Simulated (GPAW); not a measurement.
Runs of GPAW 26.7.0 on Ta. Symmetry: Im-3m, No. 229, cubic system. The conventional cell has a = 3.303 Å, b = 3.303 Å, c = 3.303 Å, α = 90.00°, β = 90.00°, γ = 90.00°. Ta (site symmetry m-3m) has 8 Ta at 2.86 Å as nearest neighbours. 

```tsv
task	level	potentials or basis	spin	cell	k mesh	cutoff (eV)	convergence	supercell	supercell k mesh	displacement	relaxed first	pressure (GPa)	V0 of scaled cells (Å³/atom)	B0 (GPa)
equation of state	PBEsol	PAW data sets generated in the run's folder for this functional, pw	off	as given	11 × 11 × 11	600	-	-	-	-	-	-	17.66	(b)
phonons	r2SCAN+D4	GPAW PAW data sets (gpaw-data 1.2.1), other valence, pw	off	relaxed	8 × 8 × 8	510	density=1e-06 eigenstates=1e-09	2 × 2 × 2	4 × 4 × 4	0.01	cell	0.0	-	-
equation of state	WC	PAW data sets generated in the run's folder for this functional, pw	off	as given	11 × 11 × 11	600	-	-	-	-	-	-	17.73	(a)
band structure	revPBE	the program's PAW data sets (release 1.2.1) made for this functional, pw	off	as given	11 × 11 × 11	600	-	-	-	-	-	5.6	-	-
```

Alike in all rows: smearing fermi-dirac 0.05 eV.

Q: Estimate the missing entries.

A: (a) 211; (b) 212.

Caveats: the cutoff is short for stress and forces, so pressures can be off by a GPa or more (some runs); phonon bands are interpolated from a small supercell (some runs); the PAW data sets were made with another functional, which shifts forces and pressure a little (some runs); pairwise dispersion overbinds metals, which lowers pressure and volume (some runs).

Not every run made on this cell is shown here.
